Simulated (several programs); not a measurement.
HfSiO₄ (started from an entry of an open crystallographic database), relaxed with r2SCAN in Ansatz, was computed with several methods. The symmetry is I4_1/amd (No. 141, tetragonal); conventional cell a = 6.582 Å, c = 5.972 Å, 10.78 Å³ an atom. Hf is surrounded by 8 O at 2.12–2.26 Å; Si is surrounded by 4 O at 1.62 Å; O is surrounded by 1 Si at 1.62 Å and 2 Hf at 2.12–2.26 Å. No spin polarisation and no zero-point or thermal motion.

```yaml
crystal:
  lattice:
    - [-3.29082, 3.29082, 2.98577]
    - [3.29082, -3.29082, 2.98577]
    - [3.29082, 3.29082, -2.98577]
  atoms:
    - { symbol: Hf, position: [0.75000, 0.25000, 0.50000] }
    - { symbol: Hf, position: [0.00000, 0.00000, 0.00000] }
    - { symbol: Si, position: [0.25000, 0.75000, 0.50000] }
    - { symbol: Si, position: [0.50000, 0.50000, 0.00000] }
    - { symbol: O, position: [0.13525, 0.31988, 0.81537] }
    - { symbol: O, position: [0.06988, 0.75451, 0.68463] }
    - { symbol: O, position: [0.50451, 0.31988, 0.18463] }
    - { symbol: O, position: [0.06988, 0.38525, 0.31537] }
    - { symbol: O, position: [0.61475, 0.93012, 0.68463] }
    - { symbol: O, position: [0.68012, 0.86475, 0.18463] }
    - { symbol: O, position: [0.24549, 0.93012, 0.31537] }
    - { symbol: O, position: [0.68012, 0.49549, 0.81537] }
```

Gaps and times are for a single point on this cell; volume and bulk modulus come from each method's own relaxation or energy curve at fixed shape, which is too stiff where a cell has free coordinates or axes. Times are rough, from shared hosts (Arm Neoverse V1; Arm Neoverse V2), and each method has its own mesh and cell size. A double dagger marks a value from a curve with shape and coordinates held. A star marks a curve whose lowest point is an end point. Gaps from k meshes are read at a limited set of points (mesh, symmetry points, PBE's band edges), so each method's own least gap may be somewhat smaller. Minimal bases can be far off for gaps. Times of the plane-wave ladder aren't listed, since it ran on unlike processors and cards. GLLB-SC's gap includes the derivative discontinuity. d marks a direct gap, i an indirect one (no mark: not told apart), a dash a value that wasn't computed or didn't pass its checks.

| method | kind | gap (eV) | own volume (Å³/atom) | bulk modulus (GPa) | atoms computed | processor time |
| --- | --- | --- | --- | --- | --- | --- |
| PBEsol | semilocal | – | 10.77 | – | 12 | – |
| light PBE (260 eV and a coarse mesh) | light plane-wave | 5.33 i | – | – | 12 | 2.6 s |
| PBE | semilocal | 5.43 i | 11.07 | 231‡ | 12 | – |
| LDA | semilocal | 5.24 i | 10.50 | – | 12 | – |
| PBE/SZV (CP2K) | small basis | 5.00 i | 11.78*‡ | 197*‡ | 12 | 29 s |
| r2SCAN | semilocal | 6.00 i | 10.78 | 256‡ | 12 | – |
| PBE/DZVP (CP2K) | small basis | 5.26 i | 10.89‡ | 235‡ | 12 | 84 s |
| GLLB-SC (GPAW) | model potential | 8.66 | – | – | 12 | 100 s |
| PBE+SOC | semilocal | 5.42 i | – | – | 12 | – |
| HSE06 | hybrid | 7.24 i | – | – | 12 | – |
| PBE0 | hybrid | 8.02 i | – | – | 12 | – |
| r2SCANh | hybrid | 6.96 i | – | – | 12 | – |
| DDH-PBE0 | hybrid | 8.06 i | – | – | 12 | – |

Problem. How far from the measured values lie the methods that can be set against them?

Solution.
- Volume, measured 10.73 Å³ an atom: PBEsol +0.3 %, PBE +3.1 %, LDA -2.2 %, r2SCAN +0.4 %.
The calculations are for a static lattice; samples hold vibrations, temperature and, in optical gaps, excitons. A measured value is shown where most reports agree with it, and only for the quantities listed. Sources: 10.73 Å³ an atom (from the lattice constants; a of conventional tetragonal cell; “The physical and mechanical properties of hafnium orthosilicate: experiments and first-principles calculations”; 2020; arxiv:2003.07546).

Only the rows marked +SOC include spin-orbit coupling.
